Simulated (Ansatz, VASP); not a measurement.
**Two plane-wave programs on BaS**

Contents of INCAR:

```
SYSTEM = BaS
PREC     = Accurate       ! precision mode
ENCUT    = 520            ! plane-wave cutoff, eV
EDIFF    = 1E-6           ! SCF threshold, eV
ISMEAR   = 0              ! smearing method
SIGMA    = 0.1            ! smearing width, eV
LREAL    = .FALSE.        ! projectors in reciprocal space
LASPH    = .TRUE.         ! aspherical terms in the spheres
NELM     = 100            ! most SCF steps
ALGO     = Fast           ! electronic algorithm
ISIF     = 2              ! what is computed and relaxed
LWAVE    = .FALSE.        ! write WAVECAR
LCHARG   = .TRUE.         ! write CHGCAR
GGA      = PE             ! functional
LELF     = .TRUE.         ! ELF
LVHAR    = .TRUE.       
NBANDS   = 15             ! bands
```

Contents of KPOINTS:

```
regular mesh
0
G
  6 6 6
  0 0 0
```

POSCAR

```
BaS
1.0
    0.0000000000      3.3460021183      3.3460021183
    3.3460021183      0.0000000000      3.3460021183
    3.3460021183      3.3460021183      0.0000000000
Ba S
1 1
Direct
    0.0000000000      0.0000000000      0.0000000000
    0.7500000000      0.7500000000      0.7500000000
```

Input for Ansatz:

```yaml
crystal:
  lattice:
    - [0.0, 3.3460021183, 3.3460021183]
    - [3.3460021183, 0.0, 3.3460021183]
    - [3.3460021183, 3.3460021183, 0.0]
  atoms:
    - { symbol: Ba, position: [0.0, 0.0, 0.0] }
    - { symbol: S, position: [0.75, 0.75, 0.75] }
basis:
  ecutwfc: 420
kpoints:
  mp_grid: { grid: [6, 6, 6] }
hamiltonian:
  xc: pbe
scf:
  occupations: { method: gaussian, width: 0.1 }
output:
  forces: true
  stress: true
  eigenvalues: true
```

Alike in both runs: task single point; functional PBE; k mesh 6 × 6 × 6; occupations gaussian, width 0.1 eV; no spin polarisation.

|  | VASP | Ansatz |
| --- | --- | --- |
| version | VASP 6.6.1 | Ansatz 0.2.0 |
| potentials or method | VASP PAW PBE potentials, release 64 (Ba_sv, S) | scalar-relativistic, plane waves, PAW |
| plane-wave cutoff (eV) | 520 | 420 |
| valence electrons in the cell | 16 | 16 |

```csv
,VASP,Ansatz,Ansatz less VASP
gap on the k mesh at the Fermi level (eV),2.97,2.93,-0.035
least direct gap on the mesh (eV),3.41,3.45,+0.043
pressure (GPa),6.3,5.6,-0.74
```

The functional is the same, so the differences come from potentials, cutoffs and numerics.

Caveats: spin-orbit coupling is left out, which moves the levels of the heavy elements. A k mesh can miss the band edges.
